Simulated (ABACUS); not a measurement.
## BN: equation of state with BLYP

**Measured values to compare with.**

“Effect of nanostructuration on compressibility of cubic BN”, 2012, arxiv:1208.3664 quotes, for a bulk crystal of BN at 300 K: bulk modulus 395 ± 2 GPa.

BN:

```
N B
1.0
     0.00000    1.81300    1.81300
     1.81300    0.00000    1.81300
     1.81300    1.81300    0.00000
N B
1 1
Direct
  0.25000 0.25000 0.25000
  0.00000 0.00000 0.00000
```

The cell is a database's computed one.

```
Program             : ABACUS 3.10.1
Task                : equation of state
Functional          : BLYP
Potentials or basis : SG15 ONCV 1.2 PBE
Cutoff              : 1361 eV
Density cutoff      : 5442 eV
Basis               : DZP LCAO (the cutoffs set its grid)
k mesh              : 12 × 12 × 12
Occupations         : fermi-dirac, width 0.05 eV
Spin                : no spin polarisation
```

* Equilibrium volume: 6.07 Å³/atom
* Bulk modulus: 349 GPa
* Pressure derivative of the bulk modulus: 3.8 (rough: it moves with the points fitted)

Energy against volume, from the lowest point:
| volume (Å³/atom) | energy (meV/atom) |
| --- | --- |
| 5.602 | 44.95 |
| 5.840 | 10.17 |
| 6.078 | 0.00 |
| 6.317 | 10.16 |

All runs of the series together: 14 s on 4 threads of Intel(R) Xeon(R) Platinum 8488C (Sapphire Rapids) (shared host).

A measured bulk modulus of BN is 395 GPa (300 K; quoted in “Effect of nanostructuration on compressibility of cubic BN”, 2012, arxiv:1208.3664); the calculated 349 GPa misses it by -11.6 %. The fit is for a static lattice scaled at fixed shape and fixed fractional positions.

Caveat: the atomic orbitals were generated for these runs and aren't a published set; the potentials were made for another functional, which shifts forces and pressure; the basis of atomic orbitals isn't converged, which shifts pressures, moduli and gaps.
